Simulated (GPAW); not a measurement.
The system is MgS.

```
CELL_PARAMETERS angstrom
0.00000 2.83312 2.83312
2.83312 0.00000 2.83312
2.83312 2.83312 0.00000
ATOMIC_POSITIONS crystal
S 0.25000 0.25000 0.25000
Mg 0.00000 0.00000 0.00000
```

The cell comes from a database or a generator and needn't be the stable form of this composition.

| Property | Result |
| --- | --- |
| Program | GPAW 26.7.0 |
| Task | single point |
| Functional | PBE |
| Potentials or basis | GPAW PAW data sets (gpaw-data 1.2.1) |
| Cutoff | 800 eV |
| Basis | pw |
| k mesh | 8 × 8 × 8 |
| Occupations | fermi-dirac, width 0.05 eV |
| Spin | no spin polarisation |

On this cell: pressure 0.9 GPa; largest force zero by symmetry; band gap on the k mesh 3.45 eV, direct.

The same run follows on a disturbed copy (atoms moved at random, drawn with an rms of 0.05 Å):

```
CELL_PARAMETERS angstrom
0.00000 2.83312 2.83312
2.83312 0.00000 2.83312
2.83312 2.83312 0.00000
ATOMIC_POSITIONS crystal
S 0.25779 0.24666 0.25028
Mg 0.98714 0.01107 0.00340
```

Task: What does the disturbed cell give?

Result: The energy moves by +7.8 meV/atom; pressure 1.0 GPa; largest force 0.446 eV/Å; band gap on the k mesh 3.37 eV, direct.

Forces on the atoms (eV/Å):
```
S    0.297 -0.298 -0.149
Mg  -0.297  0.298  0.149
```

Stress tensor (GPa, compression positive):
```
 1.01 -0.52 -1.13
-0.52  1.01  1.13
-1.13  1.13  1.09
```

A k mesh can miss the band edges.
